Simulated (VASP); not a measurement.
Calculation: PBEsol GGA, VASP's PBE PAW potentials (set 64) (plane waves; VASP).

VASP input:

INCAR:
```
SYSTEM  =  ZrO2
PREC  =  Accurate; ENCUT  =  520; LREAL  =  .FALSE.
LASPH  =  .TRUE.
EDIFF  =  1E-7; NELM  =  100; ALGO  =  Normal
LMAXMIX  =  4
ISMEAR  =  -5
GGA  =  PS
ISIF  =  2
LWAVE  =  .FALSE.; LCHARG  =  .TRUE.; LORBIT  =  11
NEDOS  =  601
LEFG  =  .TRUE.
```

**POSCAR**
```
ZrO2
1
    0.0000000000     5.1349279172     0.0184917812
    5.2088203465     0.0000000000     0.0000000000
    0.0000000000    -0.8691362589    -5.2349629396
Zr O
4 8
Direct
  0.7229003699   0.9568120357   0.7904816995
  0.2770996301   0.4568120357   0.7095183005
  0.2770996301   0.0431879643   0.2095183005
  0.7229003699   0.5431879643   0.2904816995
  0.9316447612   0.6669604399   0.6557739704
  0.0683552388   0.1669604399   0.8442260296
  0.0683552388   0.3330395601   0.3442260296
  0.9316447612   0.8330395601   0.1557739704
  0.5509757931   0.2427156288   0.5208430108
  0.4490242069   0.7427156288   0.9791569892
  0.4490242069   0.7572843712   0.4791569892
  0.5509757931   0.2572843712   0.0208430108
```

File KPOINTS:
```
Automatic mesh
0
Gamma
  5 5 5
0 0 0
```

POTCAR, in this order: Zr_sv O (PBE.64 set). Program: vasp_std.

What VASP printed:

File OUTCAR:
```
 ion  position               nearest neighbor table
   1  0.723  0.957  0.790-   5 2.05   6 2.06   9 2.15   8 2.15  10 2.17  11 2.24  12 2.25   3 3.34
                             4 3.42   4 3.42   2 3.45   2 3.45   3 3.48   3 3.55
   2  0.277  0.457  0.710-   6 2.05   5 2.06  10 2.15   7 2.15   9 2.17  12 2.24  11 2.25   4 3.34
                             3 3.42   3 3.42   1 3.45   1 3.45   4 3.48   4 3.55
   3  0.277  0.043  0.210-   7 2.05   8 2.06  11 2.15   6 2.15  12 2.17   9 2.24  10 2.25   1 3.34
                             2 3.42   2 3.42   4 3.45   4 3.45   1 3.48   1 3.55
   4  0.723  0.543  0.290-   8 2.05   7 2.06  12 2.15   5 2.15  11 2.17  10 2.24   9 2.25   2 3.34
                             1 3.42   1 3.42   3 3.45   3 3.45   2 3.48   2 3.55
   5  0.932  0.667  0.656-   1 2.05   2 2.06   4 2.15
   6  0.068  0.167  0.844-   2 2.05   1 2.06   3 2.15
   7  0.068  0.333  0.344-   3 2.05   4 2.06   2 2.15
   8  0.932  0.833  0.156-   4 2.05   3 2.06   1 2.15
   9  0.551  0.243  0.521-   1 2.15   2 2.17   3 2.24   4 2.25
  10  0.449  0.743  0.979-   2 2.15   1 2.17   4 2.24   3 2.25
  11  0.449  0.757  0.479-   3 2.15   4 2.17   1 2.24   2 2.25
  12  0.551  0.257  0.021-   4 2.15   3 2.17   2 2.24   1 2.25
  LATTYP: Found a simple monoclinic cell.
 ALAT       =     5.1349612132
 B/A-ratio  =     1.0143835815
 C/A-ratio  =     1.0334297708
 COS(beta)  =    -0.1673348057
 Subroutine PRICEL returns:
 Original cell was already a primitive cell.
 Subroutine GETGRP returns: Found  4 space group operations
The static configuration has the point symmetry S_2 .
 The point group associated with its full space group is C_2h.
The dynamic configuration has the point symmetry S_2 .
 Subroutine INISYM returns: Found  4 space group operations
 Subroutine IBZKPT returns following result:
 Found     39 irreducible k-points:

 Following reciprocal coordinates:
            Coordinates               Weight
  0.000000  0.000000  0.000000      1.000000
  0.200000  0.000000 -0.000000      2.000000
  0.400000  0.000000  0.000000      2.000000
  0.000000  0.200000  0.000000      2.000000
  0.200000  0.200000 -0.000000      4.000000
  0.400000  0.200000  0.000000      4.000000
  0.000000  0.400000  0.000000      2.000000
  0.200000  0.400000 -0.000000      4.000000
  0.400000  0.400000  0.000000      4.000000
 -0.000000  0.000000  0.200000      2.000000
  0.200000  0.000000  0.200000      2.000000
  0.400000  0.000000  0.200000      2.000000
 -0.400000  0.000000  0.200000      2.000000
 -0.200000  0.000000  0.200000      2.000000
 -0.000000  0.200000  0.200000      4.000000
  0.200000  0.200000  0.200000      4.000000
  0.400000  0.200000  0.200000      4.000000
 -0.400000  0.200000  0.200000      4.000000
 -0.200000  0.200000  0.200000      4.000000
 -0.000000  0.400000  0.200000      4.000000
  0.200000  0.400000  0.200000      4.000000
  0.400000  0.400000  0.200000      4.000000
 -0.400000  0.400000  0.200000      4.000000
 -0.200000  0.400000  0.200000      4.000000
  0.000000  0.000000  0.400000      2.000000
  0.200000  0.000000  0.400000      2.000000
  0.400000  0.000000  0.400000      2.000000
 -0.400000  0.000000  0.400000      2.000000
 -0.200000  0.000000  0.400000      2.000000
  0.000000  0.200000  0.400000      4.000000
  0.200000  0.200000  0.400000      4.000000
  0.400000  0.200000  0.400000      4.000000
 -0.400000  0.200000  0.400000      4.000000
 -0.200000  0.200000  0.400000      4.000000
  0.000000  0.400000  0.400000      4.000000
  0.200000  0.400000  0.400000      4.000000
  0.400000  0.400000  0.400000      4.000000
 -0.400000  0.400000  0.400000      4.000000
 -0.200000  0.400000  0.400000      4.000000
   k-points           NKPTS =     39   k-points in BZ     NKDIM =     39   number of bands    NBANDS=     57
   number of dos      NEDOS =    601   number of ions     NIONS =     12
...
```

OSZICAR:
```
       N       E                     dE             d eps       ncg     rms          rms(c)
DAV:   1     0.962583419428E+03    0.96258E+03   -0.54370E+04  4446   0.172E+03
DAV:   2    -0.584965755786E+02   -0.10211E+04   -0.98898E+03  5494   0.480E+02
DAV:   3    -0.136197880364E+03   -0.77701E+02   -0.77322E+02  5844   0.127E+02
DAV:   4    -0.141853539744E+03   -0.56557E+01   -0.56515E+01  7092   0.275E+01
DAV:   5    -0.142119346442E+03   -0.26581E+00   -0.26579E+00  5788   0.452E+00    0.554E+01
DAV:   6    -0.120311109559E+03    0.21808E+02   -0.12182E+02  5580   0.503E+01    0.248E+01
DAV:   7    -0.120333985105E+03   -0.22876E-01   -0.91659E+00  6154   0.126E+01    0.133E+01
DAV:   8    -0.120264451366E+03    0.69534E-01   -0.75592E-01  5552   0.441E+00    0.120E+00
DAV:   9    -0.120262202435E+03    0.22489E-02   -0.14434E-01  5412   0.151E+00    0.708E-01
DAV:  10    -0.120262328589E+03   -0.12615E-03   -0.27213E-02  5467   0.895E-01    0.280E-01
DAV:  11    -0.120262739702E+03   -0.41111E-03   -0.24146E-03  5452   0.258E-01    0.606E-02
DAV:  12    -0.120262750908E+03   -0.11206E-04   -0.48618E-04  5412   0.985E-02    0.516E-02
DAV:  13    -0.120262740701E+03    0.10207E-04   -0.19997E-04  5212   0.693E-02    0.224E-02
DAV:  14    -0.120262739623E+03    0.10784E-05   -0.22954E-05  5796   0.259E-02    0.550E-03
DAV:  15    -0.120262740506E+03   -0.88387E-06   -0.23620E-06  5803   0.717E-03    0.334E-03
DAV:  16    -0.120262740330E+03    0.17597E-06   -0.61213E-07  4572   0.376E-03    0.104E-03
DAV:  17    -0.120262740251E+03    0.79484E-07   -0.45161E-08  3251   0.129E-03
   1 F= -.12026274E+03 E0= -.12026274E+03  d E =0.000000E+00
```

### OUTCAR
```
------------------------ aborting loop because EDIFF is reached ----------------------------------------
  FORCE on cell =-STRESS in cart. coord.  units (eV):
  Direction    XX          YY          ZZ          XY          YZ          ZX
  --------------------------------------------------------------------------------------
  Total        0.0317301      0.0276772      0.0242023      0.0000000      0.0253479      0.0000000
  in kB        0.3632907      0.3168872      0.2771025      0.0000000      0.2902187      0.0000000
  external PRESSURE =       0.3190935 kB  Pullay stress =       0.0000000 kB
  volume of cell :      139.94
      direct lattice vectors                 reciprocal lattice vectors
     0.000000000  5.134927917  0.018491781     0.000000000  0.194861205 -0.032351889
     5.208820346  0.000000000  0.000000000     0.191982048  0.000000000  0.000000000
     0.000000000 -0.869136259 -5.234962940     0.000000000  0.000688320 -0.191137598
 POSITION                                       TOTAL-FORCE (eV/Angst)
 -----------------------------------------------------------------------------------
      4.98386      3.02500     -4.12477         0.003862     -0.000763      0.001055
      2.37945      0.80622     -3.70918         0.003862      0.000763     -0.001055
      0.22496      1.24079     -1.09170        -0.003862      0.000763     -0.001055
      2.82937      3.45957     -1.50729        -0.003862     -0.000763      0.001055
      3.47408      4.21397     -3.41572        -0.008308     -0.001573     -0.007471
      0.86967     -0.38275     -4.41823        -0.008308      0.001573      0.007471
      1.73474      0.05182     -1.80075         0.008308      0.001573      0.007471
      4.33915      4.64854     -0.79824         0.008308     -0.001573     -0.007471
      1.26426      2.37654     -2.71641        -0.003906      0.003581      0.002202
      3.86867      1.45469     -5.11755        -0.003906     -0.003581     -0.002202
      3.94456      1.88925     -2.50007         0.003906     -0.003581     -0.002202
      1.34015      2.81111     -0.09892         0.003906      0.003581      0.002202
 -----------------------------------------------------------------------------------
    total drift:                               -0.000000     -0.000000     -0.000000
  FREE ENERGIE OF THE ION-ELECTRON SYSTEM (eV)
  ---------------------------------------------------
  free  energy   TOTEN  =      -120.2627402509 eV

  energy  without entropy=     -120.2627402509  energy(sigma->0) =     -120.26274025

 total charge

# of ion       s       p       d       tot
------------------------------------------
    1        2.186   6.062   1.422   9.670
    2        2.186   6.062   1.422   9.670
    3        2.186   6.062   1.422   9.670
    4        2.186   6.062   1.422   9.670
    5        1.562   3.516   0.000   5.078
    6        1.562   3.516   0.000   5.078
    7        1.562   3.516   0.000   5.078
    8        1.562   3.516   0.000   5.078
    9        1.556   3.511   0.000   5.067
   10        1.556   3.511   0.000   5.067
   11        1.556   3.511   0.000   5.067
   12        1.556   3.511   0.000   5.067
--------------------------------------------------
tot         21.216  52.357   5.689  79.263

 Electric field gradients after diagonalization (V/A^2)
 (convention: |V_zz| > |V_xx| > |V_yy|)
----------------------------------------------------------------------
 ion       V_xx      V_yy      V_zz     asymmetry (V_yy - V_xx)/ V_zz
----------------------------------------------------------------------
   1     -29.559   -24.988    54.548       0.084
   2     -29.559   -24.988    54.548       0.084
   3     -29.559   -24.988    54.548       0.084
   4     -29.559   -24.988    54.548       0.084
   5      -6.224    -1.875     8.100       0.537
   6      -6.224    -1.875     8.100       0.537
   7      -6.224    -1.875     8.100       0.537
   8      -6.224    -1.875     8.100       0.537
   9      -9.425    -2.427    11.852       0.590
  10      -9.425    -2.427    11.852       0.590
  11      -9.425    -2.427    11.852       0.590
  12      -9.425    -2.427    11.852       0.590
```
(Selected blocks of OUTCAR.)

The compound is ZrO2 in the monoclinic structure. It was relaxed first.
